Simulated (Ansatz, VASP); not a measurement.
BN: VASP beside Ansatz

The input INCAR:

```
PREC     = Accurate       # precision mode
ENCUT    = 520            # plane-wave cutoff, eV
EDIFF    = 1E-6           # SCF threshold, eV
ISMEAR   = 0              # smearing method
SIGMA    = 0.05           # smearing width, eV
LREAL    = F              # projectors in reciprocal space
LASPH    = T              # aspherical terms in the spheres
NELM     = 100            # most SCF steps
ALGO     = Normal         # electronic algorithm
ISIF     = 2              # what is computed and relaxed
LWAVE    = F              # write WAVECAR
LCHARG   = F              # write CHGCAR
GGA      = PE             # functional
NBANDS   = 16             # bands
```

KPOINTS

```
Automatic mesh
0
Gamma
  12 12 6
```

The input POSCAR:

```
BN
1.0
    2.5539396017      0.0000000000      0.0000000000
   -1.2769698009      2.2117765748      0.0000000000
    0.0000000000      0.0000000000      4.2268550000
B N
2 2
Direct
    0.6666666667      0.3333333333      0.9997240000
    0.3333333333      0.6666666667      0.4997240000
    0.6666666667      0.3333333333      0.6252760000
    0.3333333333      0.6666666667      0.1252760000
```

Input for Ansatz:

```yaml
crystal:
  lattice:
    - [2.5539396017, 0.0, 0.0]
    - [-1.2769698009, 2.2117765748, 0.0]
    - [0.0, 0.0, 4.226855]
  atoms:
    - { symbol: B, position: [0.6666666667, 0.3333333333, 0.999724] }
    - { symbol: B, position: [0.3333333333, 0.6666666667, 0.499724] }
    - { symbol: "N", position: [0.6666666667, 0.3333333333, 0.625276] }
    - { symbol: "N", position: [0.3333333333, 0.6666666667, 0.125276] }
basis:
  ecutwfc: 420
kpoints:
  mp_grid: { grid: [12, 12, 6] }
hamiltonian:
  xc: pbe
scf:
  occupations: { method: gaussian, width: 0.05 }
output:
  forces: true
  stress: true
  eigenvalues: true
```

Measurements of this composition are mostly on another form, of space group No. 194.

Alike in both runs: task single point; functional PBE; k mesh 12 × 12 × 6; occupations gaussian, width 0.05 eV; no spin polarisation.

|  | VASP | Ansatz |
| --- | --- | --- |
| version | VASP 6.6.1 | Ansatz 0.2.0 |
| potentials or method | VASP PAW PBE potentials, release 64 (B, N) | scalar-relativistic, plane waves, PAW |
| plane-wave cutoff (eV) | 520 | 420 |
| valence electrons in the cell | 16 | 16 |

|  | VASP | Ansatz | Ansatz less VASP |
| --- | --- | --- | --- |
| gap on the k mesh at the Fermi level (eV) | 5.20 | 5.21 | +0.017 |
| least direct gap on the mesh (eV) | 8.23 | 8.24 | +0.007 |
| pressure (GPa) | 0.2 | 0.0 | -0.24 |
| largest component of the traceless stress (GPa) | 0.52 | 0.48 | -0.036 |
| rms of the force components (eV/Å) | 0.008 | 0.009 | +0.0012 |

Atom by atom the forces differ by 0.001 eV/Å (rms over components). The functional is the same, so the differences come from potentials, cutoffs and numerics.

A k mesh can miss the band edges.
